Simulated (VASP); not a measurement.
# A VASP 6.6.1 single-point calculation on NaCl

INCAR

```
ICHARG = 12
LASPH = .TRUE.
LWAVE = .FALSE.
NELM = 84
SIGMA = 0.02
PREC = Accurate
NBANDS = 14
LREAL = .FALSE.
GGA = PE
IBRION = -1
NSW = 0
ENCUT = 520
LCHARG = .FALSE.
ISMEAR = -1
ISIF = 2
EDIFF = 1E-7
```

KPOINTS

```
KPOINTS created by Atomic Simulation Environment
0
Gamma
6 6 6
0 0 0
```

POSCAR

```
Na Cl
 1.0000000000000000
     0.0011000000000000    2.6945999999999999    2.7744000000000000
     2.7940999999999998    0.0634000000000000    2.7120000000000002
     2.9081999999999999    2.7463000000000002   -0.0507000000000000
 Na  Cl
   1   1
Cartesian
  2.9934409399999997  5.3787054300000001  2.7500921699999998
  2.7748223200000002  2.6857501900000003  2.6887648500000001
```

The recommended PBE PAW datasets give the neutral cell 14 valence electrons.

Command

```
mpirun -np 1 vasp_std
```

OSZICAR

```
N       E                     dE             d eps       ncg     rms          rms(c)
DAV:   1     0.954619757401E+02    0.95462E+02   -0.65823E+03  3142   0.110E+03
DAV:   2     0.108367045684E+01   -0.94378E+02   -0.86493E+02  3402   0.266E+02
DAV:   3    -0.678255690505E+01   -0.78662E+01   -0.78160E+01  4066   0.707E+01
DAV:   4    -0.690862555029E+01   -0.12607E+00   -0.12601E+00  3664   0.960E+00
DAV:   5    -0.691122531544E+01   -0.25998E-02   -0.25996E-02  4096   0.142E+00
DAV:   6    -0.691131227096E+01   -0.86956E-04   -0.86954E-04  3782   0.263E-01
DAV:   7    -0.691131574375E+01   -0.34728E-05   -0.34728E-05  4252   0.517E-02
DAV:   8    -0.691131587971E+01   -0.13596E-06   -0.13595E-06  3784   0.973E-03
DAV:   9    -0.691131588538E+01   -0.56730E-08   -0.56849E-08  3530   0.203E-03
   1 F= -.69113159E+01 E0= -.69113159E+01  d E =-.385089E-12
```

From OUTCAR

```
k-points           NKPTS =    112   k-points in BZ     NKDIM =    112   number of bands    NBANDS=     14

   NELECT =      14.0000    total number of electrons

   dimension x,y,z NGX =    30 NGY =   30 NGZ =   30
   dimension x,y,z NGXF=    60 NGYF=   60 NGZF=   60

  energy-cutoff  :      520.00
  volume of cell :       42.40
      direct lattice vectors                 reciprocal lattice vectors
     0.001100000  2.694600000  2.774400000    -0.175720555  0.189340144  0.176613805
     2.794100000  0.063400000  2.712000000     0.182907943 -0.190280315  0.184734767
     2.908200000  2.746300000 -0.050700000     0.168190017  0.182743261 -0.177553706

 k-points in reciprocal lattice and weights: KPOINTS created by Atomic Simulation Env
   0.00000000  0.00000000  0.00000000       0.005
   0.16666667  0.00000000 -0.00000000       0.009
   0.33333333  0.00000000 -0.00000000       0.009
   0.50000000  0.00000000  0.00000000       0.005
  -0.00000000  0.16666667 -0.00000000       0.009
   0.16666667  0.16666667 -0.00000000       0.009
   0.33333333  0.16666667 -0.00000000       0.009
   0.50000000  0.16666667 -0.00000000       0.009
   ...

 E-fermi :  -0.8273

 k-point     1 :       0.0000    0.0000    0.0000
  band No.  band energies     occupation
      1     -20.4486      2.00000
      2     -20.4379      2.00000
      3     -20.4325      2.00000
      4     -14.2888      2.00000
      5      -1.4831      2.00000
      6      -1.4062      2.00000
      7      -1.2930      2.00000
      8       4.4770      0.00000
      9       9.9154      0.00000
     10      10.4602      0.00000
     11      10.8625      0.00000
     12      12.3764      0.00000
     13      12.9361      0.00000
     14      14.1814      0.00000

 k-point     2 :       0.1667    0.0000   -0.0000
  band No.  band energies     occupation
      1     -20.4568      2.00000
      2     -20.4422      2.00000
      3     -20.4341      2.00000
      4     -14.2000      2.00000
      5      -1.9669      2.00000
      6      -1.5348      2.00000
      7      -1.3879      2.00000
      8       5.2649      0.00000
      9       9.5459      0.00000
     10      10.4209      0.00000
     11      11.0277      0.00000
     12      12.2200      0.00000
     13      12.5539      0.00000
     14      15.5434      0.00000

 k-point     3 :       0.3333    0.0000   -0.0000
  band No.  band energies     occupation
      1     -20.4803      2.00000
      2     -20.4439      2.00000
      3     -20.4367      2.00000
      4     -14.0153      2.00000
      5      -2.8849      2.00000
      6      -1.6417      2.00000
      7      -1.5375      2.00000
      8       6.3517      0.00000
      9       9.3340      0.00000
     10      10.3896      0.00000
     11      10.8881      0.00000
     12      13.1435      0.00000
     13      13.7148      0.00000
     14      15.0634      0.00000

 k-point     4 :       0.5000    0.0000    0.0000
  band No.  band energies     occupation
      1     -20.4924      2.00000
      2     -20.4442      2.00000
      3     -20.4380      2.00000
      4     -13.9191      2.00000
      5      -3.2804      2.00000
      6      -1.6971      2.00000
      7      -1.6043      2.00000
      8       6.5377      0.00000
      9       9.8411      0.00000
     10      10.2982      0.00000
     11      10.6982      0.00000
     12      14.6294      0.00000
     13      14.8715      0.00000
     14      15.8201      0.00000

 ...

  Total        7.0485212      7.1169061      6.9789510     -0.0905135     -0.0026591      0.0886398
  in kB      266.3214254    268.9052795    263.6927852     -3.4199633     -0.1004733      3.3491689
  external PRESSURE =     266.3064967 kB  Pullay stress =       0.0000000 kB

 POSITION                                       TOTAL-FORCE (eV/Angst)
 -----------------------------------------------------------------------------------
      2.99344      5.37871      2.75009        -0.149461     -0.018663     -0.072263
      2.77482      2.68575      2.68876         0.149461      0.018663      0.072263
 -----------------------------------------------------------------------------------
    total drift:                                0.020214      0.003084      0.007376

  FREE ENERGIE OF THE ION-ELECTRON SYSTEM (eV)
  ---------------------------------------------------
  free  energy   TOTEN  =        -6.9113158854 eV

  energy  without entropy=       -6.9113158854  energy(sigma->0) =       -6.91131589
```

It converged. Results: gap between bands v and c on the k mesh 5.77 eV; least direct gap on the k mesh 5.77 eV; pressure 26.6 GPa; largest force 0.17 eV/Å. Band v is the last that the valence electrons fill when counted band by band, and c is the next.

These settings aren't sound, so the numbers aren't properties of the crystal.

The fault: density file missing or never updated.

On sound settings PBE gives a gap of 5.21 eV on its mesh and a pressure of 2.9 GPa for the intended cell. This run's energy (σ→0) differs from it by -98 meV an atom.

The run took about 33 s on one core of a shared host (Intel Xeon Platinum 8488C) and held 0.17 GiB at most.
